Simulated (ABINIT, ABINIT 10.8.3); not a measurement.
# Lattice constant of cubic Au₂Pb from PBEsol and LDA: effects of k mesh, cutoff and potentials

## Experiment

The reference is a single-crystal X-ray refinement at room temperature, reported in "Temperature - Pressure phase diagram of the cubic Laves phase Au$_2$Pb" (2015, arXiv:1512.02200). It gives a = 7.9141 ± 0.0002 Å for a crystal grown from lead flux. The refined composition is slightly poor in lead, Au₂Pb₀.₉₅₁, whereas our model is stoichiometric; we expect the effect on the cell to be small. The cell volume comes from the same refinement and is no independent test.

A second room-temperature value, 7.911 ± 0.001 Å, was obtained by powder diffraction on ball-milled crystals, in "Free-carrier dynamics in Au$_{2}$Pb probed by optical conductivity measurements" (2018, arXiv:1810.10487). The two differ by 0.003 Å, more than their stated uncertainties but far less than the error usual for a density functional.

| compared with | measured | source's wording or label | T (K) | method |
| --- | --- | --- | --- | --- |
| a (Å) | 7.9141 ± 0.0002 | 7.9141 ± 0.0002 A | room temperature | single crystal x-ray diffraction * |
| conventional cell volume (Å³) | 495.69 ± 0.01 | 495.69 ± 0.01 A^3 | room temperature | single crystal x-ray diffraction |
| a (Å) | 7.911 ± 0.001 | 7.911 ± 0.001 A | room temperature | powder X-ray diffraction, Mo K-alpha |

Where a quantity has several values, deviations refer to the one marked *.

Conditions are those given with the value in the passage it was taken from; "not stated" means there, and the paper may say more elsewhere. The values are a selection: others may have been left out beforehand as unlike or outlying.

## Plan

We want the lattice constant of the cubic Laves phase from a relaxation of the ordered, stoichiometric crystal with six atoms in the primitive cell. In this structure type both kinds of atom sit on positions fixed by symmetry, so the lattice constant is the only structural freedom. The database cell we start from, 7.927 Å, is 0.013 Å longer than the reference and serves as a start alone.

Success means a within 1 % and the conventional cell volume within 2 %. The first limit covers the usual error of a good semilocal functional together with the thermal expansion missing from a static calculation, roughly a few tenths of a per cent here; zero-point expansion should be small for such heavy atoms. The volume limit is the stricter of the two, since it corresponds to about 0.7 % in length.

We go straight to PBEsol, which was designed for the equilibrium geometry of dense solids. PBE tends to make heavy metals too large, and LDA tends to make lattices too small, though often less so for 5d metals. Two approximations remain: the PAW datasets were generated for PBE, and spin-orbit coupling, strong in both elements, is left out. We test cutoff and k mesh towards tighter settings first, then set LDA beside the result for scale.

System: Au2Pb (gold lead intermetallic), cubic Laves phase; Fd-3m (No. 227), 6 atoms in the primitive cell; the database structure is an entry taken as a start alone: a = 7.927 Å; structure from the Crystallography Open Database; an entry of 1934.

On the selection of runs and values: Further runs on this system are not shown.

## 1. PBEsol with tighter cutoff and mesh

We relax the cell at 20 Ha with a 6×6×6 mesh, then raise the cutoff to 26 Ha and the mesh to 8×8×8, one at a time. The mesh deserves attention because a smearing of only 0.01 eV leaves the occupations at the Fermi level of a metal sensitive to sampling. The cutoff matters because an incomplete basis falsifies the stress that drives the relaxation. We skip looser settings, which would save time but could not secure the result. We expect a static lattice constant within about one per cent of experiment and only small shifts between the three runs.

**Run 1.** ABINIT 10.8.3: PBEsol, JTH PAW datasets, cell and atoms relaxed from the database structure, cutoff 20 Ha, 6x6x6 k mesh, Gaussian smearing 0.01 eV; PBE datasets.

Key lines of the input:
```
# potential files: JTH PAW datasets, made for PBE
ecut 20
pawecutdg 40
ecutsm 0.5
dilatmx 1.06
optcell 2
ionmov 2
ntime 50
tolmxf 5.0d-5
ixc -116133
ngkpt 6 6 6
shiftk 0.0 0.0 0.0
occopt 7
tsmear 0.01 eV
nband 41
nstep 80
tolvrs 1.0d-10
diemac 6
pseudos "Pb.xml, Au.xml"
ntypat 2
znucl 82 79
natom 6
typat 1 1 2 2 2 2
# ... acell, rprim, xred
```

Command:
```
OMP_NUM_THREADS=1 mpirun -n 8 abinit run.abi > run.log
```

Selected lines of the output:
```
            acell      1.0638535273E+01  1.0638535273E+01  1.0638535273E+01 Bohr
```

Converged; 2.6 min on 8 cores of Arm Neoverse V2, shared host.

**Run 2.** ABINIT 10.8.3: PBEsol, JTH PAW datasets, cell and atoms relaxed from the database structure, cutoff 26 Ha, 6x6x6 k mesh, Gaussian smearing 0.01 eV; PBE datasets.

Key lines of the input, as changed from run 1:
```diff
- ecut 20
- pawecutdg 40
+ ecut 26
+ pawecutdg 52
```

Selected lines of the output:
```
            acell      1.0637760034E+01  1.0637760034E+01  1.0637760034E+01 Bohr
```

Converged; 5.5 min on 8 cores of Arm Neoverse V1, shared host.

**Run 3.** ABINIT 10.8.3: PBEsol, JTH PAW datasets, cell and atoms relaxed from the database structure, cutoff 20 Ha, 8x8x8 k mesh, Gaussian smearing 0.01 eV; PBE datasets.

Key lines of the input, as changed from run 1:
```diff
- ngkpt 6 6 6
+ ngkpt 8 8 8
```

Selected lines of the output:
```
            acell      1.0645884735E+01  1.0645884735E+01  1.0645884735E+01 Bohr
```

Converged; 5.5 min, same machine.

| quantity | run 1 | run 2 | run 3 | measured |
| --- | --- | --- | --- | --- |
| a (Å) | 7.9616 | 7.9610 | 7.9671 | 7.9141 ± 0.0002 |
| conventional cell volume (Å³) | 504.65 | 504.54 | 505.70 | 495.69 ± 0.01 |
| final pressure (GPa) | 0.000033 | 0.000424 | 0.000160 |  |

The higher cutoff changes the lattice constant by only 0.0006 Å, which is negligible here. The denser mesh lengthens it by 0.0055 Å, nearly ten times as much, and that matters for the verdict. On the 8×8×8 mesh a is 7.9671 Å, 0.67 % above the reference and inside the 1 % limit. The volume is 2.02 % too large, a narrow miss, whereas both 6×6×6 runs stay just below 2 %. The denser mesh takes precedence, but the margin is too thin to carry much weight.

Thermal expansion doesn't explain the excess: the static cell should be smaller than the room-temperature one, and it is larger.

## 2. LDA for scale, and the mesh again

We now relax the cell with LDA at 20 Ha and 6×6×6, to be compared with PBEsol at the same cutoff and mesh. We expect a shorter lattice constant, and since PBEsol errs on the long side, LDA may well come closer to experiment. The comparison includes a change of datasets, because the PBEsol runs use those made for PBE.

We also add a PBEsol run on a 4×4×4 mesh. It can't replace a mesh denser than 8×8×8, but a third point will show whether the lattice constant moves steadily with sampling or scatters, which bears on how seriously to take a volume so close to its limit.

**Run 4.** ABINIT 10.8.3: LDA, JTH PAW datasets, cell and atoms relaxed from the database structure, cutoff 20 Ha, 6x6x6 k mesh, Gaussian smearing 0.01 eV.

Key lines of the input, as changed from run 1:
```diff
- # potential files: JTH PAW datasets, made for PBE
+ # potential files: JTH PAW datasets, made for LDA
- ixc -116133
```

Selected lines of the output:
```
            acell      1.0531649088E+01  1.0531649088E+01  1.0531649088E+01 Bohr
```

Converged; 2 min on 8 cores of Arm Neoverse V2, shared host.

**Run 5.** ABINIT 10.8.3: PBEsol, JTH PAW datasets, cell and atoms relaxed from the database structure, cutoff 20 Ha, 4x4x4 k mesh, Gaussian smearing 0.01 eV; PBE datasets.

Key lines of the input, as changed from run 1:
```diff
- ngkpt 6 6 6
+ ngkpt 4 4 4
```

Selected lines of the output:
```
-Cartesian components of stress tensor (GPa)         [Pressure=  5.6666E-04 GPa]
            acell      1.0639380803E+01  1.0639380803E+01  1.0639380803E+01 Bohr
```

Converged; 82 s, same machine.

| quantity | run 4 | run 5 | measured |
| --- | --- | --- | --- |
| a (Å) | 7.8816 | 7.9622 | 7.9141 ± 0.0002 |
| conventional cell volume (Å³) | 489.60 | 504.77 | 495.69 ± 0.01 |
| final pressure (GPa) | −0.001476 | 0.000567 |  |

LDA gives 7.8816 Å, 0.0800 Å shorter than PBEsol at the same cutoff and mesh. It lies 0.41 % below the reference in length and 1.23 % below in volume, within both limits and, as we had supposed, closer than PBEsol. The deficit also has the sign expected of a static cell compared with a room-temperature one. The LDA value rests on the 6×6×6 mesh, and its own sensitivity to sampling is not shown in this report.

The PBEsol lattice constant doesn't move steadily with the mesh. The 4×4×4 and 6×6×6 results differ by only 0.0006 Å, yet the step to 8×8×8 is 0.0055 Å. Agreement between the two coarser meshes would thus have given a false impression of convergence, and the three points don't establish that 8×8×8 is converged either. The PBEsol length stays well inside its limit on all three meshes, while the volume crosses its limit between them. We therefore keep the 8×8×8 volume as a narrow miss, with the sampling still unsettled at that level of detail.

## Summary of runs

| run | settings | a (Å) | deviation | conventional cell volume (Å³) | deviation | cost |
| --- | --- | --- | --- | --- | --- | --- |
| 1 | PBEsol, cutoff 20 Ha, 6x6x6 k mesh, PBE datasets | 7.9616 | +0.0475 (+0.6 %) | 504.65 | +8.96 (+1.8 %) | 21 core-min |
| 2 | PBEsol, cutoff 26 Ha, 6x6x6 k mesh, PBE datasets | 7.9610 | +0.0469 (+0.6 %) | 504.54 | +8.85 (+1.8 %) | 44 core-min |
| 3 | PBEsol, cutoff 20 Ha, 8x8x8 k mesh, PBE datasets | 7.9671 | +0.0530 (+0.7 %) | 505.70 | +10.01 (+2.0 %) | 44 core-min |
| 4 | LDA, cutoff 20 Ha, 6x6x6 k mesh | 7.8816 | −0.0325 (−0.4 %) | 489.60 | −6.09 (−1.2 %) | 16 core-min |
| 5 | PBEsol, cutoff 20 Ha, 4x4x4 k mesh, PBE datasets | 7.9622 | +0.0481 (+0.6 %) | 504.77 | +9.08 (+1.8 %) | 11 core-min |
|  | measured | 7.9141 ± 0.0002 |  | 495.69 ± 0.01 |  |  |

Further runs on the same system, made beside this series (convergence steps with loose settings among them):

| further | settings | a (Å) | deviation | conventional cell volume (Å³) | deviation | cost |
| --- | --- | --- | --- | --- | --- | --- |
| F1 | PBEsol, JTH PAW datasets, cutoff 20 Ha, 6x6x6 k mesh, optcell 1, PBE datasets | 7.9616 | +0.0475 (+0.6 %) | 504.65 | +8.96 (+1.8 %) | 19 core-min |
| F2 | PBEsol, JTH PAW datasets, cutoff 14 Ha, 6x6x6 k mesh, PBE datasets | 7.9646 | +0.0505 (+0.6 %) | 505.23 | +9.54 (+1.9 %) | 14 core-min |
| F3 | PBEsol, PseudoDojo norm-conserving potentials, cutoff 38 Ha, 4x4x4 k mesh | 7.9511 | +0.0370 (+0.5 %) | 502.66 | +6.97 (+1.4 %) | 15 core-min |
|  | measured | 7.9141 ± 0.0002 |  | 495.69 ± 0.01 |  |  |

## Verdict

PBEsol meets the target for the lattice constant and narrowly misses the one for the volume. On the 8×8×8 mesh a is 7.9671 Å, 0.67 % above the reference, and the volume is 2.02 % too large, at a cost of 44 core-minutes. The volume margin is too thin to rank levels on.

Of the two settings we tightened, the mesh mattered more: going from 6×6×6 to 8×8×8 lengthened a by 0.0055 Å, although the two coarser meshes agree with each other. Convergence beyond 8×8×8 is not shown in this report. Raising the cutoff to 26 Ha only confirmed that 20 Ha suffices on the 6×6×6 mesh. Relaxing the volume alone reproduced the full relaxation and added nothing new.

The potentials matter more than either. On the 4×4×4 mesh, norm-conserving ones give a lattice constant about 0.011 Å shorter than the PAW datasets. The use of PBE datasets under PBEsol may contribute to this difference, but the comparison doesn't isolate it. The difference is in any case much smaller than the excess over experiment.

Thermal expansion, roughly a few tenths of a per cent, would widen the PBEsol error and reduce that of LDA, which is 0.41 % too short. LDA thus comes closer to experiment and meets both limits, though on the 6×6×6 mesh alone. Whether that reflects better physics or a cancellation of errors can't be decided here.

Two effects on the comparison are not shown in this report: that of the crystal's slight lead deficiency, which we expect to be small, and that of spin-orbit coupling, which these relaxations omit although it is strong in both elements.

[Logs are printed without paths, hosts, clocks, repeated set-up lines and the standing remarks that a program may print on its own settings, such as how far it seeks lower states.]

[The runs shown are a pick from a larger set of finished runs; failed, doubtful and other runs were left out of it ahead of writing. So were measured values far from every level or from commonly accepted values, and agreement can look better than it is. Lines of input and output are excerpts and may be shortened.]
